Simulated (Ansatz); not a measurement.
## FeCo$_{3}$: iterations to self-consistency

Computed with DFT r2SCAN, scalar-relativistic, plane waves, PAW in Ansatz 0.2.0.

```yaml
crystal:
  lattice:
    - [3.53570, 0.00000, 0.00000]
    - [0.00000, 3.53570, 0.00000]
    - [0.00000, 0.00000, 3.53570]
  atoms:
    - { symbol: Fe, position: [0.00000, 0.00000, 0.00000] }
    - { symbol: Co, position: [0.50000, 0.50000, 0.00000] }
    - { symbol: Co, position: [0.50000, 0.00000, 0.50000] }
    - { symbol: Co, position: [0.00000, 0.50000, 0.50000] }
```

```
plane-wave cutoff                               : 500 eV
Γ-centred k-mesh                                : 12×12×12
occupation rule                                 : Gaussian smearing, 0.1 eV
list of starting moments (μB, in atom order)    : 3.21 2.09 2.09 2.09
check for lower electronic states after the SCF : off
```

Each run starts from superposed atomic densities and uses the program's default quasi-Newton mixer with a history of 8 with its automatic preconditioner, at most 120 iterations and the default threshold on the density residual; only the mixing step differs.

Order these values of the mixing step from fewest iterations to most.
A. 0.8
B. 1
C. 0.05
D. 0.2
E. 0.4

A (18 iterations), E (20 iterations), B (21 iterations), D (28 iterations), C (38 iterations).

```
mixing step iterations converged density residual (eV) at iterations 1, 3, 5
       0.05          38        yes                               1.6 0.16 0.076
        0.2          28        yes                              1.6 0.11 0.0096
        0.4          20        yes                               1.6 0.12 0.041
        0.8          18        yes                                1.6 0.06 0.11
          1          21        yes                                1.6 0.27 0.76
```

Cost: 5 runs of about 10 core-minutes in all, on Arm Neoverse V1 (shared hosts).